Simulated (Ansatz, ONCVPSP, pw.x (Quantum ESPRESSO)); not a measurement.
# pw.x on bcc Os: one setting changed

Potential: optimised norm-conserving Vanderbilt (ONCV), ONCVPSP 4.0.1.1 (patched build), PBE; core [Kr] 4d10 4f14 5s2, reference 5p6 5d6.5 6s1.5; waves: 6s: rc 2.50 bohr, ncon 4, nbas 7, qcut 2.2 1/bohr, 2 projectors, debl 2.4 Ha; 5p: rc 1.70 bohr, ncon 4, nbas 8, qcut 7.7 1/bohr, 2 projectors, debl 3.6 Ha; 5d: rc 1.70 bohr, ncon 3, nbas 8, qcut 10.7 1/bohr, local; local part: the d channel; core correction: Teter function, fcfact 5.75, rcfact 1.5.

The reference run (k-mesh 15³, cutoffs 75/300 Ry, Fermi–Dirac 0.01 Ry, mixing_beta 0.4, conv_thr 1e-9, no spin) gives -3.11 GPa at 14.794 Å³/atom, where all-electron LAPW gives -0.02 GPa. This run, with its own iteration cap, changes ecutrho/ecutwfc to 6.

```
&control
  calculation='scf', prefix='x', pseudo_dir='./', outdir='./tmp', tstress=.true., disk_io='none'
/
&system
  ibrav=0, nat=1, ntyp=1, ecutwfc=75, ecutrho=450, nbnd=15,
  occupations='smearing', smearing='fd', degauss=0.01
/
&electrons
  conv_thr=1e-09, mixing_beta=0.4, electron_maxstep=70
/
ATOMIC_SPECIES
Os 1.0 Os.UPF
CELL_PARAMETERS angstrom
  -1.54647133 1.54647133 1.54647133
  1.54647133 -1.54647133 1.54647133
  1.54647133 1.54647133 -1.54647133
ATOMIC_POSITIONS crystal
Os 0.0000 0.0000 0.0000
K_POINTS automatic
15 15 15 0 0 0
```

```bash
pw.x < Os.scf.in > Os.scf.out
```

**Question.** How does the run end?

**Answer.** It converges in 8 iterations; the free energy moves by +0.0 meV/atom and the pressure by +0.00 GPa. The result is that of the reference run.

```
Message from routine setup:
     using ibrav=0 with symmetry is DISCOURAGED, use correct ibrav instead
     lattice parameter (alat)  =       5.0618  a.u.
     unit-cell volume          =      99.8349 (a.u.)^3
     number of electrons       =        14.00
     number of Kohn-Sham states=           15
     kinetic-energy cutoff     =      75.0000  Ry
     charge density cutoff     =     450.0000  Ry
     scf convergence threshold =      1.0E-09
     Exchange-correlation= PBE
     number of k points=   120  Fermi-Dirac smearing, width (Ry)=  0.0100
     iteration #  1     ecut=    75.00 Ry     beta= 0.40
     total energy              =    -153.03860561 Ry
     estimated scf accuracy    <       0.06443190 Ry
     iteration #  2     ecut=    75.00 Ry     beta= 0.40
     total energy              =    -153.04303945 Ry
     estimated scf accuracy    <       0.00562991 Ry
     iteration #  3     ecut=    75.00 Ry     beta= 0.40
     total energy              =    -153.04367918 Ry
     estimated scf accuracy    <       0.00045967 Ry
     [... 2 iterations left out ...]
     iteration #  6     ecut=    75.00 Ry     beta= 0.40
     total energy              =    -153.04370796 Ry
     estimated scf accuracy    <       0.00000007 Ry
     iteration #  7     ecut=    75.00 Ry     beta= 0.40
     total energy              =    -153.04370796 Ry
     estimated scf accuracy    <          8.8E-09 Ry
     iteration #  8     ecut=    75.00 Ry     beta= 0.40
     the Fermi energy is    23.4932 ev
!    total energy              =    -153.04370796 Ry
     estimated scf accuracy    <          2.2E-11 Ry
     smearing contrib. (-TS)   =      -0.00633935 Ry
     The total energy is F=E-TS. E is the sum of the following terms:
     one-electron contribution =      -2.88785251 Ry
     hartree contribution      =      14.27438018 Ry
     xc contribution           =     -42.38584864 Ry
     ewald contribution        =    -122.03804764 Ry
     convergence has been achieved in   8 iterations
          total   stress  (Ry/bohr**3)                   (kbar)     P=      -31.07
     Message from routine punch:
     Nothing written, as per user request (disk_io='none')
```

The run took about 41 s on one core of a shared host (Neoverse-N1, 64 threads, 124 GiB, load 55).
